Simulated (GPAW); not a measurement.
# BeTe (Fm-3m) in GPAW: convergence with grid spacing (A)

Aim: find how far grid spacing (A) must go before the results for BeTe settle, at LDA. This setting moves, with any that are tied to it; all else stays.

All numbers are computed with GPAW 26.7.0; they aren't measurements. Logs are shortened: lines on timing, memory, paths and dates and some standing lists are left out, and cuts for length are marked. The log counts tension as positive stress, the text compression.

### Step 1. The crystal as given

It takes space group Fm-3m (No. 225, cubic). The conventional cell has a = 5.361 Å, b = 5.361 Å, c = 5.361 Å, α = 90.00°, β = 90.00°, γ = 90.00°. Be (site symmetry m-3m) is surrounded by 6 Te at 2.68 Å. Te (site symmetry m-3m) is surrounded by 6 Be at 2.68 Å.

The cell was built by a generator and needn't be a form met in nature.

### Step 2. With grid spacing (A) 0.26

run.py

```python
from ase.dft.bandgap import bandgap
from ase.io import read, write
from gpaw import GPAW

atoms = read('BeTe.xyz')

calc = GPAW(mode='fd',
            h=0.26,
            xc='LDA',
            kpts={'size': (9, 9, 9), 'gamma': True},
            occupations={'name': 'fermi-dirac', 'width': 0.05},
            nbands=11,
            convergence={'density': 1e-05, 'energy': 1e-05},
            maxiter=100,
            txt='gpaw.txt')
atoms.calc = calc
energy = atoms.get_potential_energy()
forces = atoms.get_forces()
calc.write('gs.gpw')
write('result.traj', atoms)
print(f'Energy: {energy:.6f} eV')
print('Forces (eV/A):')
print(forces.round(4))
print('Fermi level:', round(calc.get_fermi_level(), 4), 'eV')
print(f'Gap: {bandgap(calc)[0]:.4f} eV, direct: {bandgap(calc, direct=True)[0]:.4f} eV')
```

BeTe.xyz

```xyz
2
Lattice="0.0000000000 2.6803100000 2.6803100000 2.6803100000 0.0000000000 2.6803100000 2.6803100000 2.6803100000 0.0000000000" Properties=species:S:1:pos:R:3 pbc="T T T"
Be     2.6803100000      2.6803100000      2.6803100000
Te     0.0000000000      0.0000000000      0.0000000000
```

Potentials or basis: the program's PAW data sets (release 1.2.1) made for this functional, fd.

The run is started by

```
$ OMP_NUM_THREADS=1 python run.py
```

gpaw.txt:

```text
__  _  _
 | _ |_)|_||  |
 |__||  | ||/\| - 26.7.0

Input parameters:
  mode=FD(),
  convergence={'density': 1e-05, 'energy': 1e-05},
  h=0.26,
  kpts=MonkhorstPack(size=(9, 9, 9), gamma=True),
  maxiter=100,
  nbands=11,
  occupations=Occupations(name='fermi-dirac', width=0.05),
  xc=XC(name='LDA')

Diagonalizing LCAO Hamiltonian
Converting LCAO to fd mode

               Be

       Te

Atoms  # Å, Bohr magnetons
|   | symbol |        x |        y |        z |    initial magnetic moments |
|---|--------|----------|----------|----------|-----------------------------|
| 0 |     Be | 2.680310 | 2.680310 | 2.680310 | ( 0.0000,  0.0000,  0.0000) |
| 1 |     Te | 0.000000 | 0.000000 | 0.000000 | ( 0.0000,  0.0000,  0.0000) |

Unit cell  # Å
| periodic |        x |        y |        z |  lengths |    angles |
|----------|----------|----------|----------|----------|-----------|
|      yes | 0.000000 | 2.680310 | 2.680310 | 3.790531 | 60.000000 |
|      yes | 2.680310 | 0.000000 | 2.680310 | 3.790531 | 60.000000 |
|      yes | 2.680310 | 2.680310 | 0.000000 | 3.790531 | 60.000000 |

Number of symmetries: 48
Symmetry operations  # r_c * U_cc + t_c -> r_c
|    | kind |            matrix            |
|----|------|------------------------------|
|  0 |  σ   |  1, 0, 0,  1, 0,-1,  1,-1, 0 |
|  1 |  C2  |  1, 0, 0,  1,-1, 0,  1, 0,-1 |
|  2 |  E   |  1, 0, 0,  0, 1, 0,  0, 0, 1 |
|  3 |  σ   |  1, 0, 0,  0, 0, 1,  0, 1, 0 |
|  4 |  C4  |  1, 0,-1,  1, 0, 0,  1,-1, 0 |
|  5 |  S6  |  1, 0,-1,  1,-1, 0,  1, 0, 0 |
|  6 |  σ   |  1, 0,-1,  0, 1,-1,  0, 0,-1 |
|  7 |  C3  |  1, 0,-1,  0, 0,-1,  0, 1,-1 |
|  8 |  S6  |  1,-1, 0,  1, 0, 0,  1, 0,-1 |
|  9 |  C4  |  1,-1, 0,  1, 0,-1,  1, 0, 0 |
| 10 |  C3  |  1,-1, 0,  0,-1, 1,  0,-1, 0 |
| 11 |  σ   |  1,-1, 0,  0,-1, 0,  0,-1, 1 |
| 12 |  σ   |  0, 1, 0,  1, 0, 0,  0, 0, 1 |
| 13 |  C4  |  0, 1, 0,  0, 1,-1, -1, 1, 0 |
| 14 |  C3  |  0, 1, 0,  0, 0, 1,  1, 0, 0 |
| 15 |  S6  |  0, 1, 0, -1, 1, 0,  0, 1,-1 |
| 16 |  C2  |  0, 1,-1,  1, 0,-1,  0, 0,-1 |
| 17 |  σ   |  0, 1,-1,  0, 1, 0, -1, 1, 0 |
| 18 |  S4  |  0, 1,-1,  0, 0,-1,  1, 0,-1 |
| 19 |  C4  |  0, 1,-1, -1, 1, 0,  0, 1, 0 |
| 20 |  C3  |  0, 0, 1,  1, 0, 0,  0, 1, 0 |
| 21 |  σ   |  0, 0, 1,  0, 1, 0,  1, 0, 0 |
| 22 |  S6  |  0, 0, 1,  0,-1, 1, -1, 0, 1 |
| 23 |  C4  |  0, 0, 1, -1, 0, 1,  0,-1, 1 |
| 24 |  S4  |  0, 0,-1,  1, 0,-1,  0, 1,-1 |
| 25 |  C3  |  0, 0,-1,  0, 1,-1,  1, 0,-1 |
| 26 |  C2  |  0, 0,-1,  0,-1, 0, -1, 0, 0 |
| 27 |  S6  |  0, 0,-1, -1, 0, 0,  0,-1, 0 |
| 28 |  S4  |  0,-1, 1,  1,-1, 0,  0,-1, 0 |
| 29 |  C4  |  0,-1, 1,  0, 0, 1, -1, 0, 1 |
| 30 |  C2  |  0,-1, 1,  0,-1, 0,  1,-1, 0 |
| 31 |  σ   |  0,-1, 1, -1, 0, 1,  0, 0, 1 |
| 32 |  C3  |  0,-1, 0,  1,-1, 0,  0,-1, 1 |
| 33 |  S6  |  0,-1, 0,  0, 0,-1, -1, 0, 0 |
| 34 |  S4  |  0,-1, 0,  0,-1, 1,  1,-1, 0 |
| 35 |  C2  |  0,-1, 0, -1, 0, 0,  0, 0,-1 |
| 36 |  C2  | -1, 1, 0,  0, 1, 0,  0, 1,-1 |
| 37 |  S6  | -1, 1, 0,  0, 1,-1,  0, 1, 0 |
| 38 |  S4  | -1, 1, 0, -1, 0, 1, -1, 0, 0 |
| 39 |  C3  | -1, 1, 0, -1, 0, 0, -1, 0, 1 |
| 40 |  S6  | -1, 0, 1,  0, 0, 1,  0,-1, 1 |
| 41 |  C2  | -1, 0, 1,  0,-1, 1,  0, 0, 1 |
| 42 |  C3  | -1, 0, 1, -1, 1, 0, -1, 0, 0 |
| 43 |  S4  | -1, 0, 1, -1, 0, 0, -1, 1, 0 |
| 44 |  C2  | -1, 0, 0,  0, 0,-1,  0,-1, 0 |
| 45 |  i   | -1, 0, 0,  0,-1, 0,  0, 0,-1 |
| 46 |  σ   | -1, 0, 0, -1, 1, 0, -1, 0, 1 |
| 47 |  C2  | -1, 0, 0, -1, 0, 1, -1, 1, 0 |

BZ-sampling:
  Number of BZ points: 729
  Number of IBZ points: 35

  Monkhorst-Pack size: [9, 9, 9]
  Monkhorst-Pack shift: [0, 0, 0]

K-points  # in reciprocal-cell coordinates
|     |                                coordinates |     weight |
|-----|--------------------------------------------|------------|
|   0 | (  0.00000000,   0.00000000,   0.00000000) | 0.00137174 |
|   1 | (  0.11111111,   0.11111111,   0.00000000) | 0.00823045 |
|   2 | (  0.11111111,   0.11111111,   0.11111111) | 0.01097394 |
|   3 | (  0.22222222,   0.11111111,   0.11111111) | 0.01646091 |
|   4 | (  0.22222222,   0.22222222,   0.00000000) | 0.00823045 |
|   5 | (  0.22222222,   0.22222222,   0.11111111) | 0.03292181 |
|   6 | (  0.22222222,   0.22222222,   0.22222222) | 0.01097394 |
|   7 | (  0.33333333,   0.22222222,   0.11111111) | 0.03292181 |
|   8 | (  0.33333333,   0.22222222,   0.22222222) | 0.03292181 |
|   9 | (  0.33333333,   0.33333333,  -0.33333333) | 0.01646091 |
| ... |                                            |            |
|  34 | (  0.44444444,   0.44444444,   0.44444444) | 0.01097394 |

Uniform wave function grid shape: (np.int64(12), np.int64(12), np.int64(12))
Spin-components: 1 (collinear spins)
Bands:           11
Projectors:      8
Spin-degeneracy: 2
Datatype:        complex128

Parallelization:
  kpt:    1
  domain: 1
  band:   1

Density:
  Valence electrons: 8.0
  Components: 1
  Grid points: [12 12 12]
  Charge: 0.0  # |e|

Potential:
  Grid points: [12 12 12]

species:
  Be:
    name:    Beryllium
    Z:       4.0
    valence: 2
    core:    2
    charge:  0.0  # [|e|]
    compensation charges:
      type: gauss
      rc: 0.25  # [Å]
      lmax: 2
    cutoffs:
      filter: 1.42  # [Å]
      core: 1.84  # [Å]
    projectors
    | kind |    occ | energy [eV] | rcut [Å] |
    |------|--------|-------------|----------|
    |   2s |  2.000 |      -5.600 |    0.794 |
    |   2p |  0.000 |      -2.099 |    0.794 |
    |    s |        |      21.612 |    0.794 |

    Using partial waves for Be as LCAO basis

  Te:
    name:    Tellurium
    Z:       52.0
    valence: 6
    core:    46
    charge:  0.0  # [|e|]
    compensation charges:
      type: gauss
      rc: 0.36  # [Å]
      lmax: 2
    cutoffs:
      filter: 2.09  # [Å]
      core: 3.17  # [Å]
    projectors
    | kind |    occ | energy [eV] | rcut [Å] |
    |------|--------|-------------|----------|
    |   5s |  2.000 |     -15.337 |    1.180 |
    |   5p |  4.000 |      -6.113 |    1.196 |
    |    s |        |      11.875 |    1.180 |
    |    p |        |      21.098 |    1.196 |
    |    d |        |       0.000 |    1.238 |

    Using partial waves for Te as LCAO basis

Reference energy: -185030.684589  # eV

eigensolver:
  PPCG
  Converge bands: occupied
  niter=2

density mixing:
  MSR1-Mixer
  Pratt-step length: 0.05
  Maximum mixing coefficient: 0.75
  Old densities: 10
  SVD Regularization: 0.005
  Good broyden scale: 1.0
  Trust region scale: 1.0
  Backstep threshold: 4.0
  History deletion threshold: 6.0
  Fourier metric: weight=20.0, sigma=0.015

occupation numbers:
  Fermi-Dirac:
    width: 0.0500  # eV

FastPoissonSolver using
    Stencil: 12*3+1=37 point O(h^6) finite-difference Laplacian
    FFT axes: [np.int64(0), np.int64(1), np.int64(2)]
    FST axes: []

xc functional:
  name: None
interpolation: tri-quintic # 5. degree polynomial

convergence criteria:
- Maximum integral of absolute [dens]ity change: 1e-05 electrons / valence electron
- Maximum [total energy] change in last 3 cyles: 1e-05 eV / valence electron
- Maximum integral of absolute [eigenst]ate change: 4e-08 eV^2 / valence electron
maximum number of iterations: 100

SCF iterations
|iter     | |      energy | eigst |  dens |
|---------|-|-------------|-------|-------|
|iter:   1| |   -7.699990 | +0.12 |       |
|iter:   2| |   -7.715366 | -1.27 | -1.29 |
|iter:   3| |   -7.719286 | -2.38 | -1.31 |
|iter:   4| |   -7.719319 | -3.35 | -1.74 |
|iter:   5| |   -7.719336c| -4.26 | -2.30 |
|iter:   6| |   -7.719336c| -5.12 | -2.70 |
|iter:   7| |   -7.719335c| -6.18 | -3.64 |
|iter:   8| |   -7.719335c| -7.18 | -4.35 |
|iter:   9| |   -7.719335c| -7.64c| -5.14c|

Converged in 9 steps
Energy contributions relative to reference atoms: (reference = -185030.684589)

Energy contributions:
  Kinetic:           9.546153
  Coulomb:          -8.065130
  Zero:              0.374263
  External:          0.000000
  Xc:               -9.572206
  Entropy:          -0.004830
  Spinorbit:         0.000000
  ----------------------------
  Free energy:      -7.721750
  Extrapolated:     -7.719335

dipole moment: (-22.991384, -22.991384, -22.991384)  # |e|*Ang

Fermi level: 6.867
Eigenvalues  # (at kpt = [0.000, 0.000, 0.000])
| band index |      eig [eV] | occ [0-2] |
|------------|---------------|-----------|
|          0 |        -6.490 |     2.000 |
|          1 |         6.591 |     1.992 |
|          2 |         6.592 |     1.992 |
|          3 |         6.592 |     1.992 |
|          4 |         9.894 |     0.000 |
|          5 |        13.090 |     0.000 |
|          6 |        13.094 |     0.000 |
|          7 |        13.094 |     0.000 |
|          8 |        13.900 |     0.000 |
|          9 |        13.906 |     0.000 |
|         10 |        13.920 |     0.000 |

No gap
No difference between direct/indirect transitions

Forces  # eV/Ang
|       x |       y |        z |
|---------|---------|----------|
| 0.00000 | 0.00000 |  0.00000 |  # Be   0
| 0.00000 | 0.00000 | -0.00000 |  # Te   1

# Writing to gs.gpw (mode='')
```

stdout:

```text
Energy: -7.719335 eV
Forces (eV/A):
[[ 0.  0.  0.]
 [ 0.  0. -0.]]
Fermi level: 6.8667 eV
Gap: 0.0000 eV, direct: 0.0000 eV
```

Wall time 6.9 s (1 thread of Arm Neoverse V1, shared host); peak memory 0.13 GiB.

What came out:

* Free energy: -7.7218 eV
* Band gap on the k mesh: none (metal or under the smearing width)

### Step 3. With grid spacing (A) 0.23

run.py: that of step 2 with these lines changed.

```diff
@@ -7,3 +7,3 @@
 calc = GPAW(mode='fd',
-            h=0.26,
+            h=0.23,
             xc='LDA',
```

BeTe.xyz is that of step 2.

Potentials or basis: the program's PAW data sets (release 1.2.1) made for this functional, fd.

The run is started by

```
$ OMP_NUM_THREADS=1 python run.py
```

Run time: 6.9 s. Hardware: 1 thread of Arm Neoverse V1, shared host; peak memory 0.13 GiB.

What came out:

| Item | Value |
| --- | --- |
| Free energy | -7.7218 eV |
| Band gap on the k mesh | none (metal or under the smearing width) |

### Step 4. With grid spacing (A) 0.2

run.py: that of step 3 with these lines changed.

```diff
@@ -7,3 +7,3 @@
 calc = GPAW(mode='fd',
-            h=0.23,
+            h=0.2,
             xc='LDA',
```

BeTe.xyz is that of step 3.

The run is started by

```
$ OMP_NUM_THREADS=1 python run.py
```

Wall time 12 s (1 thread of Arm Neoverse V1, shared host); peak memory 0.17 GiB.

The run converged. Its results:

```
Free energy            : -7.8321 eV
Band gap on the k mesh : none (metal or under the smearing width)
```

### Step 5. With grid spacing (A) 0.18

run.py: that of step 4 with these lines changed.

```diff
@@ -7,3 +7,3 @@
 calc = GPAW(mode='fd',
-            h=0.2,
+            h=0.18,
             xc='LDA',
```

BeTe.xyz is that of step 4.

The run is started by

```
$ OMP_NUM_THREADS=1 python run.py
```

It took 12 s on 1 thread of Arm Neoverse V1, shared host; peak memory 0.17 GiB.

Results (log left out):

- Free energy: -7.8321 eV
- Band gap on the k mesh: none (metal or under the smearing width)

### Step 6. With grid spacing (A) 0.16

run.py: that of step 5 with these lines changed.

```diff
@@ -7,3 +7,3 @@
 calc = GPAW(mode='fd',
-            h=0.18,
+            h=0.16,
             xc='LDA',
```

BeTe.xyz is that of step 5.

Potentials or basis: the program's PAW data sets (release 1.2.1) made for this functional, fd.

The run is started by

```
$ OMP_NUM_THREADS=1 python run.py
```

Wall time 21 s (1 thread of Arm Neoverse V1, shared host); peak memory 0.22 GiB.

Results (log left out):

* Free energy: -7.8527 eV
* Band gap on the k mesh: none (metal or under the smearing width)

### Step 7. With grid spacing (A) 0.14

run.py: that of step 6 with these lines changed.

```diff
@@ -7,3 +7,3 @@
 calc = GPAW(mode='fd',
-            h=0.16,
+            h=0.14,
             xc='LDA',
```

BeTe.xyz is that of step 6.

The run is started by

```
$ OMP_NUM_THREADS=1 python run.py
```

Run time: 34 s. Hardware: 1 thread of Arm Neoverse V1, shared host; peak memory 0.3 GiB.

It converged, with:

```yaml
Free_energy: -7.8599 eV
Band_gap_on_the_k_mesh: none (metal or under the smearing width)
```

### Step 8. With grid spacing (A) 0.12

run.py: that of step 7 with these lines changed.

```diff
@@ -7,3 +7,3 @@
 calc = GPAW(mode='fd',
-            h=0.14,
+            h=0.12,
             xc='LDA',
```

BeTe.xyz is that of step 7.

The run is started by

```
$ OMP_NUM_THREADS=1 python run.py
```

Wall time 34 s (1 thread of Arm Neoverse V1, shared host); peak memory 0.3 GiB.

It converged, with:

```
Free energy            : -7.8599 eV
Band gap on the k mesh : none (metal or under the smearing width)
```

### Step 9. Result

```
grid spacing (A)  energy less the tightest run, at zero smearing (meV/atom)  SCF cycles  CPU time (s)  peak memory (GiB)
            0.26                                                      69.06           9           6.9               0.13
            0.23                                                      69.06           9           6.9               0.13
             0.2                                                      13.87           9            12               0.17
            0.18                                                      13.87           9            12               0.17
            0.16                                                       3.61           9            21               0.22
            0.14                                                       0.00           9            34                0.3
            0.12                                                       0.00           9            34                0.3
```

Against the tightest run, the energy stays within 1 meV/atom from 0.14 on. The tightest run that finished is the yardstick and may itself not be fully converged.

Caveats: the real-space grid adds noise to forces.
